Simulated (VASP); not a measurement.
Crystal: GeS.

```
Ge S
1.0
    10.51342    0.00000    0.00000
     0.00000    3.63445    0.00000
     0.00000    0.00000    4.29057
Ge S
4 4
Direct
  0.12473 0.25000 0.13269
  0.37527 0.75000 0.63269
  0.62473 0.25000 0.36731
  0.87527 0.75000 0.86731
  0.84950 0.25000 0.49643
  0.65050 0.75000 0.99643
  0.34950 0.25000 0.00357
  0.15050 0.75000 0.50357
```

The cell isn't the ideal one: a relaxed cell with its volume scaled by 0.96.

* Program: VASP 6.6.1
* Task: relaxation of shape and atoms at fixed volume
* Functional: PBE
* Dispersion: D3(BJ)
* Potentials or basis: VASP PAW PBE potentials, release 64 (Ge_d, S)
* Cutoff: 600 eV
* k mesh: 4 × 8 × 6
* Occupations: gaussian, width 0.03 eV
* Spin: no spin polarisation

At the start: pressure 3.0 GPa; volume 20.49 Å³/atom.

How do energy, volume and symmetry change on relaxing?

Over 7 steps the energy falls by 2.5 meV/atom; space group Pnma (No. 62, to 0.05 Å).

Step by step:
| step | energy change (eV) | largest force (eV/Å) | pressure (GPa) |
| --- | --- | --- | --- |
| 1 | 0.0000 | 0.2388 | 2.99 |
| 2 | -0.0130 | 0.1090 | 2.53 |
| 3 | -0.0171 | 0.0290 | 2.09 |
| 4 | -0.0187 | 0.0162 | 2.04 |
| 5 | -0.0196 | 0.0144 | 1.96 |
| 6 | -0.0196 | 0.0134 | 1.97 |
| 7 | -0.0197 | 0.0088 | 1.99 |

Final structure:
```xyz
8
Lattice="10.4893 0.0000 0.0000 0.0000 3.6673 0.0000 0.0000 0.0000 4.2619" Properties=species:S:1:pos:R:3 pbc="T T T"
Ge    1.2879    0.9168    0.5535
Ge    3.9567    2.7505    2.6845
Ge    6.5326    0.9168    1.5774
Ge    9.2014    2.7505    3.7084
S     8.9283    0.9168    2.1033
S     6.8057    2.7505    4.2343
S     3.6836    0.9168    0.0276
S     1.5610    2.7505    2.1586
```
